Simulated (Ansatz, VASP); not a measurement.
# Two plane-wave programs on HfO2

The input INCAR:

```
PREC = Accurate
ENCUT = 520
EDIFF = 1E-7
ISMEAR = -1
SIGMA = 0.05
LREAL = F
LASPH = T
NELM = 100
ALGO = Normal
ISIF = 2
LWAVE = F
LCHARG = F
GGA = PE
NBANDS = 31
```

KPOINTS

```
regular mesh
0
Gamma
  6 6 8
```

Contents of POSCAR:

```
HfO2
1.0
    4.8135329900      0.0000000000      0.0000000000
    0.0000000000      4.8135329900      0.0000000000
    0.0000000000      0.0000000000      3.2054154100
Hf O
2 4
Direct
    0.4906510000      0.4980700000      0.5088580000
    0.0039400000     -0.0027850000     -0.0133570000
    0.8049350000      0.1994210000      0.5099410000
    0.6874980000      0.6908240000      0.0016910000
    0.3128420000      0.3038690000      0.0082500000
    0.1922350000      0.8002910000      0.5121480000
```

input.yaml

```yaml
crystal:
  lattice:
    - [4.81353299, 0.0, 0.0]
    - [0.0, 4.81353299, 0.0]
    - [0.0, 0.0, 3.20541541]
  atoms:
    - { symbol: Hf, position: [0.490651, 0.49807, 0.508858] }
    - { symbol: Hf, position: [0.00394, -0.002785, -0.013357] }
    - { symbol: O, position: [0.804935, 0.199421, 0.509941] }
    - { symbol: O, position: [0.687498, 0.690824, 0.001691] }
    - { symbol: O, position: [0.312842, 0.303869, 0.00825] }
    - { symbol: O, position: [0.192235, 0.800291, 0.512148] }
hamiltonian:
  xc: pbe
  pseudopotentials: { kind: paw }
kpoints:
  mp_grid: { grid: [6, 6, 8] }
scf:
  occupations: { method: fermi_dirac, width: 0.05 }
output:
  forces: true
  stress: true
  eigenvalues: true
```

Change from the starting cell: atoms moved at random, drawn with an rms of 0.05 Å.

Alike in both runs: task single point; functional PBE; k mesh 6 × 6 × 8; occupations fermi-dirac, width 0.05 eV; no spin polarisation.

|  | VASP | Ansatz |
| --- | --- | --- |
| version | VASP 6.6.1 | Ansatz 0.2.0 |
| potentials or method | VASP PAW PBE potentials, release 64 (Hf_pv, O) | Ansatz PAW |
| plane-wave cutoff (eV) | 520 | 420 |
| valence electrons in the cell | 44 | 76 |

Ansatz gave:

| Item | Value |
| --- | --- |
| gap on the k mesh at the Fermi level (eV) | 4.03 |
| least direct gap on the mesh (eV) | 4.03 |
| pressure (GPa) | 9.5 |
| largest component of the traceless stress (GPa) | 1.78 |
| rms of the force components (eV/Å) | 0.585 |

Question: Which values does VASP return?

Answer: gap on the k mesh at the Fermi level (eV): 3.98; least direct gap on the mesh (eV): 3.98; pressure (GPa): 6.6; largest component of the traceless stress (GPa): 1.25; rms of the force components (eV/Å): 0.574.

Atom by atom the forces differ by 0.026 eV/Å (rms over components). The two sets of potentials don't hold the same shells in valence.

Caveats: spin-orbit coupling is left out, which moves the levels of the heavy elements; the pressure holds a Pulay correction of +0.7 GPa for the finite cutoff (Ansatz). A k mesh can miss the band edges.
